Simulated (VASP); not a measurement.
CuI (Marshite): relaxation of cell and atoms with PBEsol

CuI (Marshite):

```xyz
2
Lattice="0.0000 3.0315 3.0315 3.0315 0.0000 3.0315 3.0315 3.0315 0.0000" Properties=species:S:1:pos:R:3 pbc="T T T"
Cu    1.5157    1.5157    1.5157
I     0.0000    0.0000    0.0000
```

```
Program                : VASP 6.6.1
Task                   : relaxation of cell and atoms
Functional             : PBEsol
Potentials or basis    : VASP PAW PBE potentials, release 64 (Cu, I)
Cutoff                 : 600 eV
k mesh                 : 8 × 8 × 8
Occupations            : gaussian, width 0.03 eV
Spin                   : no spin polarisation
Further INCAR settings : ALGO = Normal; EDIFF = 1e-06; IBRION = 2; EDIFFG = -0.01; NSW = 90; ISIF = 3
```

| Quantity | Value |
| --- | --- |
| Relaxed volume | 26.28 Å³/atom |
| Relaxed cell | a = 4.204 Å, b = 4.204 Å, c = 4.204 Å, α = 60.00°, β = 60.00°, γ = 60.00° |
| Space group after relaxing (to 0.05 Å) | F-43m (No. 216) |
| Energy gained by relaxing | 13.3 meV/atom |
| Ionic steps | 3 |
| Pressure after relaxing | -0.1 GPa |
| Band gap on the k mesh | 1.19 eV, direct |

Step by step:
```
step  energy change (eV)  largest force (eV/Å)  pressure (GPa)  volume (Å³)
   1              0.0000                0.0000           -2.46        55.72
   2             -0.0265                0.0000            0.23        52.34
   3             -0.0266                0.0000           -0.06        52.56
```

Final structure:
```
CELL_PARAMETERS angstrom
0.00000 2.97300 2.97300
2.97300 0.00000 2.97300
2.97300 2.97300 0.00000
ATOMIC_POSITIONS crystal
Cu 0.25000 0.25000 0.25000
I 0.00000 0.00000 0.00000
```

Levels at points of the mesh, in eV from the valence-band top:
```
           k point  band 5  band 6  band 7  band 8  band 9  band 10  band 11  band 12  band 13
(0.00, 0.00, 0.00)   -2.13   -2.13    0.00    0.00    0.00     1.19     4.76     4.76     4.76
(0.50, 0.00, 0.00)   -2.10   -2.10   -2.05   -0.81   -0.81     2.13     5.32     5.32     7.33
(0.50, 0.50, 0.00)   -2.17   -2.06   -2.03   -1.73   -1.73     2.48     2.81     9.49    10.01
```

Run time: 32 s on 1 thread of Intel(R) Xeon(R) 6975P-C (Granite Rapids), on a shared host, peak memory 0.22 GiB.

Caveat: the PAW data sets were made with another functional, which shifts forces and pressure a little; spin-orbit coupling is left out, which moves the levels of the heavy elements. PBEsol gaps usually lie below the measured ones, often by a third to a half.
